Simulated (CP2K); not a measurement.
The system is Sb.

```
CELL_PARAMETERS angstrom
4.50666 0.00000 0.00000
2.44723 3.78432 0.00000
2.44723 1.33179 3.54223
ATOMIC_POSITIONS crystal
Sb 0.76651 0.76651 0.76651
Sb 0.23349 0.23349 0.23349
```

Base run:

- Program: CP2K 2026.2
- Functional: OLYP
- Potentials or basis: POTENTIAL_UZH Sb GTH-PBE-q5; TZVP-MOLOPT-PBE-GTH basis
- Density cutoff: 9184 eV
- k mesh: 8 × 8 × 8
- Occupations: fermi-dirac, width 0.05 eV
- Spin: no spin polarisation

Its results: band gap on the k mesh none (metal or under the smearing width); pressure 3.0 GPa; largest force 0.090 eV/Å.

Q: The run is repeated on the same cell with these changes: functional from OLYP to revPBE. What comes out?

A: Band gap on the k mesh none (metal or under the smearing width); pressure 3.9 GPa; largest force 0.189 eV/Å.

Caveats: the potentials were made for another functional, which shifts forces and pressure; the basis of atomic orbitals isn't converged, which shifts pressures, moduli and gaps.

Not every run made on this cell is shown here.
